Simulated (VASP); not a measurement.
Input of a VASP 6.6.1 run:

The input INCAR:

```
  PREC = Accurate
  ENCUT = 520
  EDIFF = 1E-6
  ISMEAR = 0
  SIGMA = 0.012
  LREAL = F
  LASPH = T
  NELM = 80
  ALGO = Normal
  ISIF = 2
  LWAVE = F
  LCHARG = T
  GGA = PE
  LELF = T
  LVHAR = T
  NBANDS = 11
```

Contents of KPOINTS:

```
regular mesh
0
Gamma
  8 8 8
```

POSCAR

```
BeTe
1.0
    0.0000000000      2.7700000000      2.7700000000
    2.7700000000      0.0000000000      2.7700000000
    2.7700000000      2.7700000000      0.0000000000
Te Be
1 1
Direct
    0.7500000000      0.7500000000      0.7500000000
    0.0000000000      0.0000000000      0.0000000000
```

Potentials or basis: VASP PAW PBE potentials, release 64 (Te, Be).

Launch:

```bash
$ cat potpaw_PBE.64/Te/POTCAR potpaw_PBE.64/Be/POTCAR > POTCAR
$ mpirun -np 1 vasp_std > vasp.out
```

Q: Predict the band gap on the k mesh.

A: 1.85 eV, indirect (least direct gap 3.56 eV).

Q: Predict the pressure.

A: 4.5 GPa.

Caveat: spin-orbit coupling is left out, which moves the levels of the heavy elements. A k mesh can miss the band edges.
